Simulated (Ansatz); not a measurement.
Sb:

```xyz
1
Lattice="-1.8713 1.8713 1.8713 1.8713 -1.8713 1.8713 1.8713 1.8713 -1.8713" Properties=species:S:1:pos:R:3 pbc="T T T"
Sb    0.0000    0.0000    0.0000
```

This isn't the form of Sb at room conditions, which is rhombohedral.

- Program: Ansatz 0.2.0
- Task: relaxation of cell and atoms
- Functional: PBEsol
- Dispersion: D3(BJ)
- Potentials or basis: Ansatz PAW
- Cutoff: 420 eV (not typed: the program's choice for these potentials)
- k mesh: 10 × 10 × 10
- Occupations: fermi-dirac, width 0.05 eV
- Spin: no spin polarisation

At the start: volume 26.21 Å³/atom.

Q: How do energy, volume and symmetry change on relaxing?

A: It ends after 5 steps and the volume is 24.93 Å³/atom (-4.9 %); space group Im-3m (No. 229, to 0.05 Å).

The path:
```
step  energy change (eV)  largest force (eV/Å)  volume (Å³)
   1              0.0000                0.0000        26.21
   2             -0.0114                0.0000        24.37
   3             -0.0143                0.0000        24.98
   4             -0.0144                0.0000        24.93
   5             -0.0140                0.0000        24.93
```

Final structure:
```
Sb
1.0
    -1.84042    1.84042    1.84042
     1.84042   -1.84042    1.84042
     1.84042    1.84042   -1.84042
Sb
1
Direct
  0.00000 0.00000 0.00000
```

Caveat: the plane-wave basis is chosen anew once the cell has moved, so the energies of steps on either side of that aren't comparable; pairwise dispersion overbinds metals, which lowers pressure and volume; the PAW data sets come from PBE, with cores solved anew for the run's functional, which leaves a small shift of forces and pressure.
